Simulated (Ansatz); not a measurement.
A run of Ansatz 0.2.0:

File input.yaml:

```yaml
crystal:
  lattice:
    - [3.798, 0.0, 0.0]
    - [-1.899, 3.2891644836, 0.0]
    - [0.0, 0.0, 6.192]
  atoms:
    - { symbol: Zr, position: [0.0, 0.0, 0.0] }
    - { symbol: Se, position: [0.6666666667, 0.3333333333, 0.75] }
    - { symbol: Se, position: [0.3333333333, 0.6666666667, 0.25] }
hamiltonian:
  xc: pbesol
  pseudopotentials: { kind: paw }
kpoints:
  mp_grid: { grid: [8, 8, 5] }
scf:
  occupations: { method: fermi_dirac, width: 0.05 }
output:
  forces: true
  stress: true
  eigenvalues: true
```

Potentials or basis: Ansatz PAW.

Launch:

```console
$ ansatz run input.yaml --threads 2 --pin off --max-ram 5632MiB --backend cpu --events-out ev --progress --plain --runs-dir out
```

Hardware: 2 threads of Intel(R) Xeon(R) Platinum 8259CL CPU @ 2.50GHz (Skylake/Cascade Lake), on a shared host.

Q: Estimate the wall time of this run.

A: It took 2.6 s on 2 threads of Intel(R) Xeon(R) Platinum 8259CL CPU @ 2.50GHz (Skylake/Cascade Lake), with other jobs on the host, peak memory 0.46 GiB. Counts: scf iterations 7, plane waves 1521, k points 40, bands 27.
